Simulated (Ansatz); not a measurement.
A run of Ansatz 0.2.0 is set up as follows.

run.py

```python
import json

import ase.io
import numpy as np

import ansatz as az

atoms = ase.io.read("POSCAR", format="vasp")

calculation = (
    az.Crystal.from_ase(atoms)
    .calculation()
    .kpoints(6, 6, 6)
    .functional("r2scan0", dispersion="d4")
    .pseudopotentials(kind="paw", accuracy="standard", xc_functional="lda")
    .scf(extra_bands=2)
    .occupations(method="gaussian", width=0.02)
    .initial_density(chi_scale=0.1)
    .density()
    .potential()
    .output_files(volumetric_format="npy")
    .electron_localization_function()
    .forces()
    .stress()
    .band_table(publish=True)
)
outcome = calculation.run(threads=2, events_out="events.jsonl")

report = outcome.report
for line in open("events.jsonl"):
    event = json.loads(line)
    if event["event"] == "scf_iter":
        d = event["data"]
        print(f"SCF {d['iter']:3d}  HF = {d['harris_foulkes_ev']:.6f} eV  dr2 = {d['dr2_ev']:.2e} eV")
    elif event["event"] in ("relax_step", "md_step"):
        d = event["data"]
        print(f"{event['event']} {d['step']:3d}  E = {d['lagrangian_ev']:.6f} eV")
np.set_printoptions(precision=5, suppress=True, linewidth=110)
print("converged:", report["converged"], "after", report["n_iterations"], "iterations")
print(f"free energy {report['free_energy_ev']:.6f} eV, Fermi level {report['fermi_energy_ev']:.4f} eV")
for key in ("band_edges_ev", "magnetization_mub", "site_moments_mub", "site_moments_nc_mub", "forces_ev_ang",
                "stress_gpa", "kpoints_frac", "eigenvalues_ev"):
    if report.get(key) is not None:
        print(key, np.array(report[key]), sep="\n")
```

POSCAR

```
BAs
1.0
    0.0000000000      2.3885000000      2.3885000000
    2.3885000000      0.0000000000      2.3885000000
    2.3885000000      2.3885000000      0.0000000000
As B
1 1
Direct
    0.7500000000      0.7500000000      0.7500000000
    0.0000000000      0.0000000000      0.0000000000
```

Potentials or basis: JTH PAW LDA.

The run is started by

```console
$ python run.py
```

Question: What does it give for the pressure?

Answer: -3.4 GPa.

Question: What does it give for the band gap on the k mesh?

Answer: 2.69 eV, indirect (least direct gap 4.82 eV).

Caveat: the PAW data sets were made with another functional, which shifts forces and pressure a little; the thresholds are loose for stress. A k mesh can miss the band edges.
